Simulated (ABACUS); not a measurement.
Input of an ABACUS 3.10.1 run:

The input run_abacus.py:

```python
"""ABACUS run from a structure file: ASE reads it, the script writes STRU, KPT and INPUT."""
import re
import subprocess
import spglib
from ase import Atoms
from ase.io import read
from ase.units import Bohr

atoms = read("Mo.cif")
cell, frac, numbers = spglib.standardize_cell((atoms.cell[:], atoms.get_scaled_positions(), atoms.numbers), to_primitive=True, symprec=1e-4)
atoms = Atoms(numbers=numbers, cell=cell, scaled_positions=frac, pbc=True)  # the primitive cell
atoms = atoms[(-atoms.numbers).argsort(kind="stable")]  # ABACUS lists atoms element by element
pseudo = {'Mo': 'Mo.upf'}
orbital = {}
magmoms = None
kmesh = [10, 10, 10]
params = {
    'suffix': 'Mo',
    'calculation': 'scf',
    'basis_type': 'pw',
    'pseudo_dir': './',
    'symmetry': 1,
    'dft_functional': 'GGA_X_OPTX+GGA_C_LYP',
    'ecutwfc': 81,
    'pseudo_rcut': 10,
    'nspin': 1,
    'nbands': 17,
    'ks_solver': 'dav',
    'smearing_method': 'fd',
    'smearing_sigma': 0.00367493,
    'scf_thr': 1e-08,
    'scf_nmax': 100,
    'mixing_type': 'broyden',
    'mixing_beta': 0.7,
    'cal_force': 1,
    'cal_stress': 1,
    'out_chg': 1,
    'kpar': 4,
}

symbols = atoms.get_chemical_symbols()
elements = list(dict.fromkeys(symbols))
lines = ["ATOMIC_SPECIES"] + [f"{e} {atoms.get_masses()[symbols.index(e)]:.4f} {pseudo[e]}" for e in elements]
if orbital:
    lines += ["", "NUMERICAL_ORBITAL"] + [orbital[e] for e in elements]
lines += ["", "LATTICE_CONSTANT", f"{1 / Bohr:.10f}", "", "LATTICE_VECTORS"]
lines += [" ".join(f"{x:.10f}" for x in v) for v in atoms.cell]
lines += ["", "ATOMIC_POSITIONS", "Direct"]
for e in elements:
    lines += ["", e, "0.0", str(symbols.count(e))]
    for i, p in enumerate(atoms.get_scaled_positions(wrap=False)):
        if symbols[i] == e:
            mag = "" if magmoms is None else " mag " + " ".join(str(x) for x in (magmoms[i] if isinstance(magmoms[i], list) else [magmoms[i]]))
            lines.append(" ".join(f"{x:.10f}" for x in p) + " 1 1 1" + mag)
open("STRU", "w").write("\n".join(lines) + "\n")
open("KPT", "w").write("K_POINTS\n0\nGamma\n%d %d %d 0 0 0\n" % tuple(kmesh))
open("INPUT", "w").write("INPUT_PARAMETERS\n" + "".join(f"{k:<20s}{v}\n" for k, v in params.items()))

done = subprocess.run(['mpirun', '-np', '4', 'abacus'])
if done.returncode:
    raise SystemExit(done.returncode)
log = open("OUT.Mo/running_scf.log").read()
print("final energy (eV):", re.findall(r"FINAL_ETOT_IS (\S+)", log))
```

Mo.cif

```cif
data_Mo
_cell_length_a 3.16761794
_cell_length_b 3.16761794
_cell_length_c 3.16761794
_cell_angle_alpha 90.00000000
_cell_angle_beta 90.00000000
_cell_angle_gamma 90.00000000
_space_group_name_H-M_alt 'Im-3m'
_space_group_name_Hall '-I 4 2 3'
_space_group_IT_number 229
loop_
_space_group_symop_operation_xyz
'x,y,z'
'-x,-y,-z'
'-y,x,z'
'y,-x,-z'
'-x,-y,z'
'x,y,-z'
'y,-x,z'
'-y,x,-z'
'x,-y,-z'
'-x,y,z'
'-y,-x,-z'
'y,x,z'
'-x,y,-z'
'x,-y,z'
'y,x,-z'
'-y,-x,z'
'z,x,y'
'-z,-x,-y'
'z,-y,x'
'-z,y,-x'
'z,-x,-y'
'-z,x,y'
'z,y,-x'
'-z,-y,x'
'-z,x,-y'
'z,-x,y'
'-z,-y,-x'
'z,y,x'
'-z,-x,y'
'z,x,-y'
'-z,y,x'
'z,-y,-x'
'y,z,x'
'-y,-z,-x'
'x,z,-y'
'-x,-z,y'
'-y,z,-x'
'y,-z,x'
'-x,z,y'
'x,-z,-y'
'-y,-z,x'
'y,z,-x'
'-x,-z,-y'
'x,z,y'
'y,-z,-x'
'-y,z,x'
'x,-z,y'
'-x,z,-y'
'x+1/2,y+1/2,z+1/2'
'-x+1/2,-y+1/2,-z+1/2'
'-y+1/2,x+1/2,z+1/2'
'y+1/2,-x+1/2,-z+1/2'
'-x+1/2,-y+1/2,z+1/2'
'x+1/2,y+1/2,-z+1/2'
'y+1/2,-x+1/2,z+1/2'
'-y+1/2,x+1/2,-z+1/2'
'x+1/2,-y+1/2,-z+1/2'
'-x+1/2,y+1/2,z+1/2'
'-y+1/2,-x+1/2,-z+1/2'
'y+1/2,x+1/2,z+1/2'
'-x+1/2,y+1/2,-z+1/2'
'x+1/2,-y+1/2,z+1/2'
'y+1/2,x+1/2,-z+1/2'
'-y+1/2,-x+1/2,z+1/2'
'z+1/2,x+1/2,y+1/2'
'-z+1/2,-x+1/2,-y+1/2'
'z+1/2,-y+1/2,x+1/2'
'-z+1/2,y+1/2,-x+1/2'
'z+1/2,-x+1/2,-y+1/2'
'-z+1/2,x+1/2,y+1/2'
'z+1/2,y+1/2,-x+1/2'
'-z+1/2,-y+1/2,x+1/2'
'-z+1/2,x+1/2,-y+1/2'
'z+1/2,-x+1/2,y+1/2'
'-z+1/2,-y+1/2,-x+1/2'
'z+1/2,y+1/2,x+1/2'
'-z+1/2,-x+1/2,y+1/2'
'z+1/2,x+1/2,-y+1/2'
'-z+1/2,y+1/2,x+1/2'
'z+1/2,-y+1/2,-x+1/2'
'y+1/2,z+1/2,x+1/2'
'-y+1/2,-z+1/2,-x+1/2'
'x+1/2,z+1/2,-y+1/2'
'-x+1/2,-z+1/2,y+1/2'
'-y+1/2,z+1/2,-x+1/2'
'y+1/2,-z+1/2,x+1/2'
'-x+1/2,z+1/2,y+1/2'
'x+1/2,-z+1/2,-y+1/2'
'-y+1/2,-z+1/2,x+1/2'
'y+1/2,z+1/2,-x+1/2'
'-x+1/2,-z+1/2,-y+1/2'
'x+1/2,z+1/2,y+1/2'
'y+1/2,-z+1/2,-x+1/2'
'-y+1/2,z+1/2,x+1/2'
'x+1/2,-z+1/2,y+1/2'
'-x+1/2,z+1/2,-y+1/2'
loop_
_atom_site_label
_atom_site_type_symbol
_atom_site_symmetry_multiplicity
_atom_site_Wyckoff_symbol
_atom_site_fract_x
_atom_site_fract_y
_atom_site_fract_z
_atom_site_occupancy
Mo1 Mo 2 a 0.0000000000 0.0000000000 0.0000000000 1
```

Potentials or basis: PseudoDojo NC SR 0.5 PBE stringent, plane waves.

Command:

```bash
$ OMP_NUM_THREADS=1 python run_abacus.py > log
```

(1) What does it give for the band gap on the k mesh?

(2) What does it give for the pressure?

Results:

(1) none (metal or under the smearing width).

(2) -6.7 GPa.

Caveat: the potentials were made for another functional, which shifts forces and pressure.
